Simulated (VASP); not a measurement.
## MgS in VASP 6.6.1, single-point calculation

INCAR

```
GGA = PE
SIGMA = 0.02
LREAL = .FALSE.
NBANDS = 11
EDIFF = 1E-7
IBRION = -1
LCHARG = .FALSE.
ISIF = 2
NELM = 120
ISMEAR = -1
NSW = 0
LASPH = .TRUE.
MAGMOM = 0.5 0.5
LWAVE = .FALSE.
PREC = Accurate
ISPIN = 2
ENCUT = 520
```

KPOINTS

```
KPOINTS created by Atomic Simulation Environment
0
Gamma
8 8 8
0 0 0
```

POSCAR

```
Mg S
 1.0000000000000000
     0.0000000000000000    2.8308768411016469    2.8308768411016469
     2.8308768411016469    0.0000000000000000    2.8308768411016469
     2.8308768411016469    2.8308768411016469    0.0000000000000000
 Mg  S
   1   1
Cartesian
  0.0000000000000000  0.0000000000000000  0.0000000000000000
  1.4154384205508233  1.4154384205508233  1.4154384205508233
```

The recommended PBE PAW datasets give the neutral cell 8 valence electrons.

Command

```
mpirun -np 1 vasp_std
```

OSZICAR

```
N       E                     dE             d eps       ncg     rms          rms(c)
DAV:   1     0.241956663511E+02    0.24196E+02   -0.30603E+03  1300   0.528E+02
DAV:   2    -0.692530378848E+01   -0.31121E+02   -0.28990E+02  1612   0.986E+01
DAV:   3    -0.884383443425E+01   -0.19185E+01   -0.19152E+01  1553   0.264E+01
DAV:   4    -0.885998536148E+01   -0.16151E-01   -0.16149E-01  1538   0.293E+00
DAV:   5    -0.886016966806E+01   -0.18431E-03   -0.18430E-03  1590   0.305E-01    0.450E+00
DAV:   6    -0.848837347299E+01    0.37180E+00   -0.12618E+00  1393   0.427E+00    0.326E+00
DAV:   7    -0.845702458889E+01    0.31349E-01   -0.25285E-01  1482   0.214E+00    0.264E+00
DAV:   8    -0.846665629674E+01   -0.96317E-02   -0.92910E-03  1420   0.671E-01    0.154E+00
DAV:   9    -0.846864871919E+01   -0.19924E-02   -0.44782E-03  1434   0.467E-01    0.400E-01
DAV:  10    -0.847037201660E+01   -0.17233E-02   -0.73455E-04  1417   0.181E-01    0.225E-01
DAV:  11    -0.847052745550E+01   -0.15544E-03   -0.11766E-04  1471   0.604E-02    0.625E-02
DAV:  12    -0.847066904642E+01   -0.14159E-03   -0.19725E-04  1372   0.769E-02    0.119E-01
DAV:  13    -0.847066536029E+01    0.36861E-05   -0.12192E-05  1603   0.186E-02    0.311E-02
DAV:  14    -0.847066559396E+01   -0.23367E-06   -0.12893E-06  1483   0.600E-03    0.741E-03
DAV:  15    -0.847066603198E+01   -0.43802E-06   -0.77146E-07  1408   0.559E-03    0.183E-03
DAV:  16    -0.847066604819E+01   -0.16207E-07   -0.18440E-08  1388   0.131E-03
   1 F= -.84706660E+01 E0= -.84706660E+01  d E =-.327991E-11  mag=    -0.0000
```

Standard output (part)

```
POSCAR found type information on POSCAR MgS
 POSCAR found :  2 types and       2 ions
 LDA part: xc-table for (Slater+PW92), standard interpolation
 POSCAR, INCAR and KPOINTS ok, starting setup
 WAVECAR not read
 entering main loop
```

It converged. Results: pressure 0.9 GPa; magnetic moment of the cell 0.00 μB.

For comparison, a separate PBE run of the intended cell, on usual settings and not on those above, gives a gap of 3.46 eV on its mesh and a pressure of 0.9 GPa.

The run above took about 36 s on one core of a shared host (Intel Xeon Platinum 8488C) and held 0.19 GiB at most.
